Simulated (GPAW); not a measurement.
# Ce (Fm-3m) in GPAW: convergence with bands over the usual count

Aim: find how far bands over the usual count must go before the results for Ce settle, at PBE. This setting moves, with any that are tied to it; all else stays.

All numbers are computed with GPAW 26.7.0; they aren't measurements. Logs are shortened: lines on timing, memory, paths and dates and some standing lists are left out, and cuts for length are marked. The log counts tension as positive stress, the text compression.

**1. Starting point**

It takes space group Fm-3m (No. 225, cubic). Conventional cell: a = 5.161 Å, b = 5.161 Å, c = 5.161 Å, α = 90.00°, β = 90.00°, γ = 90.00°. Ce (site symmetry m-3m) is surrounded by 12 Ce at 3.65 Å.

**2. With bands over the usual count 0.72**

run.py reads:

```python
from ase.dft.bandgap import bandgap
from ase.io import read, write
from ase.units import GPa
from gpaw import GPAW, PW

atoms = read('POSCAR')
atoms.set_initial_magnetic_moments([1.0])

calc = GPAW(mode=PW(800),
            xc='PBE',
            kpts={'size': (7, 7, 7), 'gamma': True},
            occupations={'name': 'fermi-dirac', 'width': 0.05},
            nbands=12,
            convergence={'density': 1e-05, 'energy': 1e-05},
            maxiter=100,
            txt='gpaw.txt')
atoms.calc = calc
energy = atoms.get_potential_energy()
forces = atoms.get_forces()
stress = atoms.get_stress()
calc.write('gs.gpw')
write('result.traj', atoms)
print(f'Energy: {energy:.6f} eV')
print('Forces (eV/A):')
print(forces.round(4))
print('Stress (GPa):', (stress / GPa).round(3))
print('Moments:', calc.get_magnetic_moments().round(3))
print('Fermi level:', round(calc.get_fermi_level(), 4), 'eV')
print(f'Gap: {bandgap(calc)[0]:.4f} eV, direct: {bandgap(calc, direct=True)[0]:.4f} eV')
```

POSCAR reads:

```
Ce
1.0
    0.0000000000      2.5806000000      2.5806000000
    2.5806000000      0.0000000000      2.5806000000
    2.5806000000      2.5806000000      0.0000000000
Ce
1
Direct
    0.0000000000      0.0000000000      0.0000000000
```

Potentials or basis: GPAW PAW data sets (gpaw-data 1.2.1), pw.

Run with:

```
> OMP_NUM_THREADS=1 python run.py
```

gpaw.txt:

```text
__  _  _
 | _ |_)|_||  |
 |__||  | ||/\| - 26.7.0

Input parameters:
  mode=PW(ecut=800.0),
  convergence={'density': 1e-05, 'energy': 1e-05},
  kpts=MonkhorstPack(size=(7, 7, 7), gamma=True),
  maxiter=100,
  nbands=12,
  occupations=Occupations(name='fermi-dirac', width=0.05),
  xc=XC(name='PBE')

Diagonalizing LCAO Hamiltonian
Converting LCAO to pw mode

       Ce

Atoms  # Å, Bohr magnetons
|   | symbol |        x |        y |        z |    initial magnetic moments |
|---|--------|----------|----------|----------|-----------------------------|
| 0 |     Ce | 0.000000 | 0.000000 | 0.000000 | ( 0.0000,  0.0000,  1.0000) |

Unit cell  # Å
| periodic |        x |        y |        z |  lengths |    angles |
|----------|----------|----------|----------|----------|-----------|
|      yes | 0.000000 | 2.580600 | 2.580600 | 3.649520 | 60.000000 |
|      yes | 2.580600 | 0.000000 | 2.580600 | 3.649520 | 60.000000 |
|      yes | 2.580600 | 2.580600 | 0.000000 | 3.649520 | 60.000000 |

Number of symmetries: 48
Symmetry operations  # r_c * U_cc + t_c -> r_c
|    | kind |            matrix            |
|----|------|------------------------------|
|  0 |  σ   |  1, 0, 0,  1, 0,-1,  1,-1, 0 |
|  1 |  C2  |  1, 0, 0,  1,-1, 0,  1, 0,-1 |
|  2 |  E   |  1, 0, 0,  0, 1, 0,  0, 0, 1 |
|  3 |  σ   |  1, 0, 0,  0, 0, 1,  0, 1, 0 |
|  4 |  C4  |  1, 0,-1,  1, 0, 0,  1,-1, 0 |
|  5 |  S6  |  1, 0,-1,  1,-1, 0,  1, 0, 0 |
|  6 |  σ   |  1, 0,-1,  0, 1,-1,  0, 0,-1 |
|  7 |  C3  |  1, 0,-1,  0, 0,-1,  0, 1,-1 |
|  8 |  S6  |  1,-1, 0,  1, 0, 0,  1, 0,-1 |
|  9 |  C4  |  1,-1, 0,  1, 0,-1,  1, 0, 0 |
| 10 |  C3  |  1,-1, 0,  0,-1, 1,  0,-1, 0 |
| 11 |  σ   |  1,-1, 0,  0,-1, 0,  0,-1, 1 |
| 12 |  σ   |  0, 1, 0,  1, 0, 0,  0, 0, 1 |
| 13 |  C4  |  0, 1, 0,  0, 1,-1, -1, 1, 0 |
| 14 |  C3  |  0, 1, 0,  0, 0, 1,  1, 0, 0 |
| 15 |  S6  |  0, 1, 0, -1, 1, 0,  0, 1,-1 |
[... 153 lines left out ...]
|iter:   9| |   -5.536132 | -2.41 | -1.85 |  +0.9083|
|iter:  10| |   -5.535047 | -2.95 | -2.16 |  +0.9032|
|iter:  11| |   -5.535386 | -3.14 | -2.68 |  +0.8931|
|iter:  12| |   -5.535346 | -3.98 | -3.08 |  +0.8838|
|iter:  13| |   -5.535363c| -4.59 | -3.26 |  +0.8752|
|iter:  14| |   -5.535354c| -4.93 | -3.58 |  +0.8743|
|iter:  15| |   -5.535355c| -5.37 | -3.74 |  +0.8708|
|iter:  16| |   -5.535346c| -5.64 | -3.96 |  +0.8698|
|iter:  17| |   -5.535339c| -5.95 | -4.35 |  +0.8692|
|iter:  18| |   -5.535340c| -6.38 | -4.60 |  +0.8691|
|iter:  19| |   -5.535340c| -6.64 | -4.97 |  +0.8689|
|iter:  20| |   -5.535340c| -6.92 | -5.81c|  +0.8689|
|iter:  21| |   -5.535340c| -7.11 | -5.80c|  +0.8689|
|iter:  22| |   -5.535340c| -7.43c| -6.20c|  +0.8689|

Converged in 22 steps
Energy contributions relative to reference atoms: (reference = -241104.322665)

Energy contributions:
  Kinetic:          -8.698873
  Coulomb:           9.215881
  Zero:              0.117416
  External:          0.000000
  Xc:               -6.144568
  Entropy:          -0.050391
  Spinorbit:         0.000000
  ----------------------------
  Free energy:      -5.560535
  Extrapolated:     -5.535340

dipole moment: (-33.029989, -33.029989, -33.029989)  # |e|*Ang

Total magnetic moment: (0.000000, 0.000000, 0.868898)

Local magnetic moments
|        x |        y |        z |
|----------|----------|----------|
| 0.000000 | 0.000000 | 0.650176 |  # Ce   0

Fermi level: 10.117
Eigenvalues  # (at kpt = [0.000, 0.000, 0.000])
| band index |      eig [eV] | occ [0-1] |      eig [eV] | occ [0-1] |
|------------|---------------|-----------|---------------|-----------|
|          0 |       -24.780 |     1.000 |       -24.431 |     1.000 |
|          1 |        -6.747 |     1.000 |        -6.449 |     1.000 |
|          2 |        -6.747 |     1.000 |        -6.449 |     1.000 |
|          3 |        -6.747 |     1.000 |        -6.449 |     1.000 |
|          4 |         6.679 |     1.000 |         6.931 |     1.000 |
|          5 |         9.986 |     0.932 |        10.406 |     0.003 |
|          6 |        10.279 |     0.038 |        10.722 |     0.000 |
|          7 |        10.279 |     0.038 |        10.722 |     0.000 |
|          8 |        10.279 |     0.038 |        10.722 |     0.000 |
|          9 |        10.661 |     0.000 |        11.109 |     0.000 |
|         10 |        10.661 |     0.000 |        11.109 |     0.000 |
|         11 |        10.661 |     0.000 |        11.109 |     0.000 |

No gap
No difference between direct/indirect transitions

Forces  # eV/Ang
|       x |       y |       z |
|---------|---------|---------|
| 0.00000 | 0.00000 | 0.00000 |  # Ce   0

Stress tensor  # eV/Ang^3
|         x |         y |         z |
|-----------|-----------|-----------|
|  0.031702 | -0.000000 | -0.000000 |
| -0.000000 |  0.031702 |  0.000000 |
| -0.000000 |  0.000000 |  0.031702 |

# Writing to gs.gpw (mode='')
```

stdout:

```text
Energy: -5.535340 eV
Forces (eV/A):
[[0. 0. 0.]]
Stress (GPa): [ 5.079  5.079  5.079  0.    -0.    -0.   ]
Moments: [0.65]
Fermi level: 10.117 eV
Gap: 0.0000 eV, direct: 0.0000 eV
```

Wall time 42 s (1 thread of Arm Neoverse V1, shared host); peak memory 0.19 GiB.

Results:

```yaml
Free_energy: -5.5605 eV
Pressure: -5.1 GPa
Band_gap_on_the_k_mesh: none (metal or under the smearing width)
Net_moment: 0.87 μB per cell
Site_moments: Ce +0.65 μB
```

**3. With bands over the usual count 0.8**

run.py, as its differences from that of step 2:

```diff
@@ -12,3 +12,3 @@
             occupations={'name': 'fermi-dirac', 'width': 0.05},
-            nbands=12,
+            nbands=14,
             convergence={'density': 1e-05, 'energy': 1e-05},
```

POSCAR is that of step 2.

Potentials or basis: GPAW PAW data sets (gpaw-data 1.2.1), pw.

Run with:

```
> OMP_NUM_THREADS=1 python run.py
```

Run time: 38 s. Hardware: 1 thread of Arm Neoverse V1, shared host; peak memory 0.19 GiB.

It converged, with:

| Item | Value |
| --- | --- |
| Free energy | -5.5605 eV |
| Pressure | -5.1 GPa |
| Band gap on the k mesh | none (metal or under the smearing width) |
| Net moment | 0.87 μB per cell |
| Site moments | Ce +0.65 μB |

**4. With bands over the usual count 0.9**

run.py, as its differences from that of step 3:

```diff
@@ -12,3 +12,3 @@
             occupations={'name': 'fermi-dirac', 'width': 0.05},
-            nbands=14,
+            nbands=15,
             convergence={'density': 1e-05, 'energy': 1e-05},
```

POSCAR is that of step 3.

Run with:

```
> OMP_NUM_THREADS=1 python run.py
```

It took 41 s on 1 thread of Arm Neoverse V1, shared host; peak memory 0.19 GiB.

Results (log left out):

```
Free energy            : -5.5605 eV
Pressure               : -5.1 GPa
Band gap on the k mesh : none (metal or under the smearing width)
Net moment             : 0.87 μB per cell
Site moments           : Ce +0.65 μB
```

**5. With bands over the usual count 1**

run.py, as its differences from that of step 4:

```diff
@@ -12,3 +12,3 @@
             occupations={'name': 'fermi-dirac', 'width': 0.05},
-            nbands=15,
+            nbands=17,
             convergence={'density': 1e-05, 'energy': 1e-05},
```

POSCAR is that of step 4.

Run with:

```
> OMP_NUM_THREADS=1 python run.py
```

Wall time 45 s (1 thread of Arm Neoverse V1, shared host); peak memory 0.19 GiB.

It converged, with:

```
Free energy            : -5.5605 eV
Pressure               : -5.1 GPa
Band gap on the k mesh : none (metal or under the smearing width)
Net moment             : 0.87 μB per cell
Site moments           : Ce +0.65 μB
```

**6. With bands over the usual count 1.3**

run.py, as its differences from that of step 5:

```diff
@@ -12,3 +12,3 @@
             occupations={'name': 'fermi-dirac', 'width': 0.05},
-            nbands=17,
+            nbands=22,
             convergence={'density': 1e-05, 'energy': 1e-05},
```

POSCAR is that of step 5.

Potentials or basis: GPAW PAW data sets (gpaw-data 1.2.1), pw.

Run with:

```
> OMP_NUM_THREADS=1 python run.py
```

It took 56 s on 1 thread of Arm Neoverse V1, shared host; peak memory 0.2 GiB.

It converged, with:

```
Free energy            : -5.5605 eV
Pressure               : -5.1 GPa
Band gap on the k mesh : none (metal or under the smearing width)
Net moment             : 0.87 μB per cell
Site moments           : Ce +0.65 μB
```

**7. With bands over the usual count 1.7**

run.py, as its differences from that of step 6:

```diff
@@ -12,3 +12,3 @@
             occupations={'name': 'fermi-dirac', 'width': 0.05},
-            nbands=22,
+            nbands=29,
             convergence={'density': 1e-05, 'energy': 1e-05},
```

POSCAR is that of step 6.

Run with:

```
> OMP_NUM_THREADS=1 python run.py
```

Wall time 73 s (1 thread of Arm Neoverse V1, shared host); peak memory 0.21 GiB.

The run converged. Its results:

```
Free energy            : -5.5605 eV
Pressure               : -5.1 GPa
Band gap on the k mesh : none (metal or under the smearing width)
Net moment             : 0.87 μB per cell
Site moments           : Ce +0.65 μB
```

**8. With bands over the usual count 2.5**

run.py, as its differences from that of step 7:

```diff
@@ -12,3 +12,3 @@
             occupations={'name': 'fermi-dirac', 'width': 0.05},
-            nbands=29,
+            nbands=42,
             convergence={'density': 1e-05, 'energy': 1e-05},
```

POSCAR is that of step 7.

Run with:

```
> OMP_NUM_THREADS=1 python run.py
```

Wall time 1.7 min (1 thread of Arm Neoverse V1, shared host); peak memory 0.23 GiB.

It converged, with:

```
Free energy            : -5.5605 eV
Pressure               : -5.1 GPa
Band gap on the k mesh : none (metal or under the smearing width)
Net moment             : 0.87 μB per cell
Site moments           : Ce +0.65 μB
```

**9. Result**

```tsv
bands over the usual count	energy less the tightest run, at zero smearing (meV/atom)	SCF cycles	CPU time (s)	peak memory (GiB)
0.72	0.00	22	42	0.19
0.8	0.00	17	38	0.19
0.9	0.00	17	41	0.19
1	0.00	17	45	0.19
1.3	0.00	17	56	0.2
1.7	0.00	17	73	0.21
2.5	0.00	17	100	0.23
```

Against the tightest run, the energy stays within 1 meV/atom from 0.72 on. The tightest run that finished is the yardstick and may itself not be fully converged.

Caveats: one-centre terms of the f shell are cut off; the magnetic or orbital state may not be the lowest; spin-orbit coupling is left out, which moves the levels of the heavy elements.
